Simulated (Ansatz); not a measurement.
## Ir (simple hexagonal type) under strong compression

```
CELL_PARAMETERS angstrom
2.65731 0.00000 0.00000
-1.32865 2.30130 0.00000
0.00000 0.00000 2.59735
ATOMIC_POSITIONS crystal
Ir 0.00000 0.00000 0.00000
```

The cell comes from a relaxation on PAW files under the same functional, begun from a prototype that needn't be the stable phase.

Its volume is scaled, and at each volume shape and atoms are relaxed on PAW files; all methods then take that cell.

Computed with Ansatz 0.2.0; functional PBE, scalar-relativistic. Settings: a Γ-centred 16×16×15 k mesh, Fermi–Dirac smearing of 0.05 eV, no spin polarisation. Methods: LAPW: all electrons, basis error target 1 meV/atom; PAW: frozen-core files, cutoff 420 eV; crystal datasets: all electrons, by PAW datasets that the program makes for each cell; norm-conserving: pseudopotentials, cutoff 925 eV; PAW (cutoff 800 eV): frozen-core files, cutoff 800 eV.

Energies are extrapolated to zero smearing and count from the unscaled cell; pressure is positive in compression; gaps take the mesh and a band path. No temperature or zero-point motion is included.

Spin–orbit coupling is left out, which matters for the heavy atoms. The structure type is held throughout; the real material can change phase at far lower pressure.

```csv
V/V0,V (Å³/atom),P LAPW (GPa),ΔE LAPW (eV/atom),P PAW − LAPW (GPa),ΔE PAW − LAPW (meV/atom),space group,shortest distance (Å)
1.00,15.88,-0.05,0.000,0.03,0.0,P6/mmm,2.597
0.92,14.61,29.0,0.104,0.06,0.3,P6/mmm,2.513
0.84,13.34,76.0,0.505,0.11,0.9,P6/mmm,2.429
0.76,12.07,152.3,1.384,0.24,2.3,P6/mmm,2.342
0.68,10.80,278.5,3.050,0.57,5.3,P6/mmm,2.250
0.60,9.53,493.4,6.032,1.33,12.4,P6/mmm,2.153
0.52,8.26,875.1,11.308,3.26,29.4,P6/mmm,?
0.45,7.15,1475,19.261,7.95,65.7,P6/mmm,1.951
```

Task: Fill in "shortest distance (Å)" for the row "0.52".

Result: 2.049.

Task: Fit the Vinet equation to the LAPW pressures over the whole range, with residuals weighted by 1/(|P| + 0.03·Pmax).

Result: V0 = 15.89 Å³/atom, B0 = 276 GPa and B0′ = 5.26, and the fit misses no point by more than 8.2 GPa. A fit over so wide a range pins B0 less well than one near rest.

Task: At the smallest volume, how far do crystal datasets and norm-conserving and PAW (cutoff 800 eV) lie from LAPW in pressure?

Result: crystal datasets: 0.00 GPa; norm-conserving: +4.87 GPa; PAW (cutoff 800 eV): +7.42 GPa, on a LAPW pressure of 1475 GPa.

Task: How do the Löwdin populations by LAPW change from the unscaled cell to the last row?

Result: Ir 5s 1.98 → 1.90, Ir 6s 1.03 → 0.82, Ir 5p 6.00 → 5.96, Ir 5d 7.84 → 8.18 electrons an atom. These are projections on the shells that the free atoms fill; 0.16 e a cell lies outside them at the start and 0.14 e at the end.
